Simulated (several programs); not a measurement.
## Many methods on one cell: InSb (zincblende)

Measured values to be reproduced:
- band gap: 0.24 eV (experimental bulk band gap; “Electronic Structure and Epitaxy of CdTe Shells on InSb Nanowires”; literature value quoted for comparison; measurement temperature not stated; 2021; arxiv:2111.05126)

Zincblende InSb, relaxed with r2SCAN in Ansatz, was computed with several methods. Space group F-43m (No. 216), cubic; conventional cell a = 6.559 Å, 35.27 Å³ an atom. In is surrounded by 4 Sb at 2.84 Å; Sb is surrounded by 4 In at 2.84 Å. The values are computed, spin-unpolarised.

```cif
data_structure
_symmetry_space_group_name_H-M 'F-43m'
_symmetry_Int_Tables_number 216
_cell_length_a 6.5590
_cell_length_b 6.5590
_cell_length_c 6.5590
_cell_angle_alpha 90.000
_cell_angle_beta 90.000
_cell_angle_gamma 90.000
_cell_volume 282.17
loop_
_atom_site_label
_atom_site_type_symbol
_atom_site_symmetry_multiplicity
_atom_site_Wyckoff_symbol
_atom_site_fract_x
_atom_site_fract_y
_atom_site_fract_z
_atom_site_occupancy
In1 In 4 a 0.00000 0.00000 0.00000 1
Sb1 Sb 4 d 0.25000 0.25000 0.75000 1
```

Gaps and times are for a single point on this cell; volume and bulk modulus come from each method's own relaxation or energy curve at fixed shape. Times are rough, from shared hosts (Arm Neoverse V1; Intel Xeon 6975P-C), and each method has its own mesh and cell size. A star marks a curve whose lowest point is an end point. PM6 (MOPAC), PM7 (MOPAC), GFN2-xTB (tblite) treat a cluster of cells at its zone centre, which samples few k points: where these miss a band edge, the gap comes out too large for that reason alone. Gaps from k meshes are read at a limited set of points (mesh, symmetry points, PBE's band edges), so each method's own least gap may be somewhat smaller. xTB and the PM methods were fitted mostly to molecules, and can miss a solid's gap by electronvolts. Minimal bases can be far off for gaps. Times of the plane-wave ladder aren't listed, since it ran on unlike processors and cards. d marks a direct gap, i an indirect one (no mark: not told apart), a dash a value that wasn't computed or didn't pass its checks.

```
                              method              kind  gap (eV)  own volume (Å³/atom)  bulk modulus (GPa)  atoms computed  processor time
                              PBEsol         semilocal         –                 34.69                   –               2               –
light PBE (260 eV and a coarse mesh)  light plane-wave         0                     –                   –               2           1.2 s
                                 LDA         semilocal         0                 33.60                   –               2               –
                                 PBE         semilocal         0                 36.55                  37               2               –
              PBE/single zeta (GPAW)       small basis         0                     –                   –               2           3.6 s
                         PM7 (MOPAC)    semi-empirical      3.88                31.36*                 88*         cluster           5.2 s
                   GFN2-xTB (tblite)     tight binding         0                     –                   –         cluster           5.5 s
                         PM6 (MOPAC)    semi-empirical      6.08                     –                   –         cluster           7.3 s
                      PBE/SZV (CP2K)       small basis         0                 37.25                  40               2           7.5 s
                              r2SCAN         semilocal      0.01                 35.27                  42               2               –
                             PBE+SOC         semilocal         0                     –                   –               2               –
                     PBE/DZVP (CP2K)       small basis         0                 36.99                  37               2            25 s
                                PBE0            hybrid    0.91 d                     –                   –               2               –
                               HSE06            hybrid    0.30 d                 35.17                   –               2               –
```

Against HSE06 (0.30 eV) and with closed or daggered gaps left aside, the nearest gap at the points sampled is that of r2SCAN (-0.29 eV) and the farthest that of PM6 (MOPAC) (+5.78 eV). HSE06 is only a yardstick of convenience, and nearness to it can be luck.

Volumes against r2SCAN's: PBEsol -1.7 %, LDA -4.7 %, PBE +3.6 %, PBE/SZV (CP2K) +5.6 %, PBE/DZVP (CP2K) +4.9 %, HSE06 -0.3 %.

Runs without a result: GFN1-xTB (tblite) (single point).

With PBE and r2SCAN the bands overlap or touch, or nearly. Semilocal functionals can close a real gap, so this doesn't show a metal; small gaps of other methods may in turn close between the points read or with spin-orbit coupling, and the solid may be a semimetal.

Comparison with experiment:
- Band gap, measured 0.24 eV: light PBE (260 eV and a coarse mesh) -0.24 eV, LDA -0.24 eV, PBE -0.24 eV, PBE/single zeta (GPAW) -0.24 eV, PM7 (MOPAC) +3.64 eV, GFN2-xTB (tblite) -0.24 eV, PM6 (MOPAC) +5.84 eV, PBE/SZV (CP2K) -0.24 eV, r2SCAN -0.23 eV, PBE+SOC -0.24 eV, PBE/DZVP (CP2K) -0.24 eV, PBE0 +0.67 eV, HSE06 +0.06 eV.
The calculations are for a static lattice; samples hold vibrations, temperature and, in optical gaps, excitons. A measured value is shown where most reports agree with it, and only for the quantities listed. In such narrow-gap compounds of heavy elements the bands can be inverted, in the sample or in a calculation; the differences are of unsigned gaps, so agreement can be luck.

Only the rows marked +SOC include spin-orbit coupling.
